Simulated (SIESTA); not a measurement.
The system is Cl.

```xyz
4
Lattice="3.1450 -2.2500 0.0000 3.1450 2.2500 0.0000 0.0000 0.0000 8.2100" Properties=species:S:1:pos:R:3 pbc="T T T"
Cl    3.1450    0.5850    3.2840
Cl    3.1450    1.6650    7.3890
Cl    3.1450   -0.5850    4.9260
Cl    3.1450   -1.6650    0.8210
```

| Property | Result |
| --- | --- |
| Program | SIESTA 5.4.2 |
| Task | single point |
| Functional | PBEsol |
| Potentials or basis | PseudoDojo 0.4 standard (PBEsol files) |
| Basis | DZP (energy shift 0.003 Ry) |
| Grid cutoff | 800 Ry |
| Energy shift | 0.003 Ry |
| k mesh | 7 × 7 × 4 |
| Occupations | fermi-dirac, width 0.05 eV |
| Spin | no spin polarisation |

On this cell: pressure -0.8 GPa; largest force 0.518 eV/Å; band gap on the k mesh 2.40 eV, indirect (least direct gap 2.43 eV).

The same run follows on a disturbed copy (atoms moved at random, drawn with an rms of 0.05 Å):

```
Cl
1.0
     3.14500   -2.25000    0.00000
     3.14500    2.25000    0.00000
     0.00000    0.00000    8.21000
Cl
4
Direct
  0.38678 0.62888 0.40016
  0.12135 0.88168 0.90159
  0.62675 0.36759 0.60135
  0.86819 0.13529 0.09859
```

Question: What changes?

Answer: The energy moves by +9.6 meV/atom; pressure 0.2 GPa; largest force 1.267 eV/Å; band gap on the k mesh 2.54 eV, indirect (least direct gap 2.57 eV).

Forces on the atoms (eV/Å):
```
Cl  -0.010  0.377 -0.691
Cl  -0.009 -0.634 -1.090
Cl   0.009 -0.388  0.690
Cl   0.010  0.646  1.090
```

Stress tensor (GPa, compression positive):
```
-0.96  0.03 -0.03
 0.03 -0.07  0.62
-0.03  0.62  1.55
```

Caveats: an odd mesh through Γ misses points on the zone boundary, where band edges often lie; the basis of atomic orbitals isn't converged, which shifts pressures, moduli and gaps.
